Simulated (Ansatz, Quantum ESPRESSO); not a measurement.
# Equation of state of rutile TiO2

How stiff is rutile TiO2 under hydrostatic load? Each row relaxes cell and atoms at a set pressure. The symmetry of the cell is held, so distortions that would lower it, which this phase may prefer, aren't tested. The phase is followed to these pressures whether or not it stays the stable one.

Calculated with Ansatz 0.2.0, PBEsol, PAW files of the set soft_1, cutoff 600 eV, Fermi–Dirac smearing 0.02 eV, k-mesh 6×6×9, no spin polarisation, no spin-orbit coupling.

Reference cell, relaxed at zero pressure with PBEsol (P4_2/mnm): a = 4.5913 Å, b = 4.5913 Å, c = 2.9392 Å, α = 90.00°, β = 90.00°, γ = 90.00°.

```csv
atom,x,y,z
Ti,0.0000,0.0000,0.0000
Ti,0.5000,0.5000,0.5000
O,0.3044,0.3044,0.0000
O,0.1956,0.8044,0.5000
O,0.6956,0.6956,0.0000
O,0.8044,0.1956,0.5000
```

```
V (Å³/atom)    V/V0  P (GPa)  E − E0 (meV/atom)
    10.5235  1.0191   −3.998                2.5
    10.1109  0.9791    4.999                3.3
     9.9188  0.9605    9.999               12.2
     9.5874  0.9284   19.997               42.9
     9.3069  0.9013   30.000               86.5
```

V0 = 10.3265 Å³ an atom, where the residual pressure P0 is +0.003 GPa. **Question.** Fit the Birch–Murnaghan law and give the pressure and the energy at V = 9.7456 Å³ an atom, a row left out above.

With the Eulerian strain f = ½[(V0/V)^(2/3) − 1] and F = (P − P0)/[3f(1 + 2f)^(5/2)], the third-order law is the line F = B0 + (3/2) B0 (B′ − 4) f.

```csv
f,F (GPa)
0.03588,234.34
0.02538,232.05
0.01361,228.94
0.00708,227.00
−0.00626,219.88
```

A straight line through the 5 rows: the means are 0.01514 for f and 228.44 for F, Σ(Δx)² = 0.00106 and ΣΔxΔy = 0.3534, so the slope is 0.3534/0.00106 = 333.27 and the intercept 228.44 − (333.27)(0.01514) = 223.4.

Hence B0 = 223.4 GPa and B′ = 4 + (333.3)/(1.5 × 223.4) = 4.99. For the withheld volume f = 0.01968, F = 229.95 GPa and P = 14.95 GPa. The run itself gives 15.00 GPa, so the estimate misses by 0.05 GPa; the fitted rows themselves lie up to 0.13 GPa off the law.

Integrating the same law gives E − E0 = (9/2) B0 V0 f²[1 + (B′ − 4) f] + P0(V0 − V), with 1 GPa Å³ = 6.2415 meV: 25.6 meV an atom. The run itself gives 25.7 meV, so the estimate misses by 0.1 meV, a rounding's worth.

The same fit over all rows at other levels or in other programs gives B0 = 224 GPa with PBEsol (Quantum ESPRESSO, GBRV) and 224 GPa with PBEsol (Quantum ESPRESSO, PseudoDojo).

Measured volume: 10.394 Å³ an atom (American Mineralogist 80 448 1995, 300 K), so V0 is −0.7 % off. A stiffness follows the volume as d ln B/d ln V = −B′, which moves B0 by about −3 % when it is taken at the measured volume.

The calculation is for a static lattice, while measurements hold thermal and zero-point motion.

[Logs are printed without paths, hosts, clocks, repeated set-up lines and the standing remarks that a program may print on its own settings, such as how far it seeks lower states.]
